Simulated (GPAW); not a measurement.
Crystal: CdS (Greenockite).

```
Cd S
1.0
     4.15000    0.00000    0.00000
    -2.07500    3.59401    0.00000
     0.00000    0.00000    6.73700
Cd S
2 2
Cartesian
  2.0750 1.1980 3.3685
  0.0000 2.3960 0.0000
  2.0750 1.1980 5.8949
  0.0000 2.3960 2.5264
```

```yaml
Program: GPAW 26.7.0
Task: relaxation of cell and atoms
Functional: PBEsol
Dispersion: D4
Potentials_or_basis: PAW data sets generated in the run's folder for this functional
Cutoff: 600 eV
Basis: pw
k_mesh: 6 × 6 × 3
Occupations: fermi-dirac, width 0.05 eV
Spin: no spin polarisation
```

At the start: pressure -2.3 GPa; volume 25.12 Å³/atom.

Q: Where does the relaxation end?

A: Over 6 steps the energy falls by 7.1 meV/atom and the volume is 24.18 Å³/atom (-3.7 %); space group P6_3mc (No. 186, to 0.05 Å).

The path:
| step | energy change (eV) | largest force (eV/Å) | pressure (GPa) | volume (Å³) |
| --- | --- | --- | --- | --- |
| 1 | 0.0000 | 0.0642 | -2.31 | 100.48 |
| 2 | -0.0055 | 0.0537 | -2.10 | 100.09 |
| 3 | -0.0280 | 0.0460 | 0.06 | 96.58 |
| 4 | -0.0283 | 0.0326 | -0.07 | 96.77 |
| 5 | -0.0284 | 0.0206 | -0.09 | 96.79 |
| 6 | -0.0285 | 0.0023 | -0.05 | 96.73 |

Final structure:
```
CELL_PARAMETERS angstrom
4.09482 0.00000 0.00000
-2.04741 3.54622 0.00000
0.00000 0.00000 6.66119
ATOMIC_POSITIONS crystal
Cd 0.66667 0.33333 0.49921
Cd 0.33333 0.66667 0.99921
S 0.66667 0.33333 0.87579
S 0.33333 0.66667 0.37579
```

Caveat: later steps reuse the first step's grids.
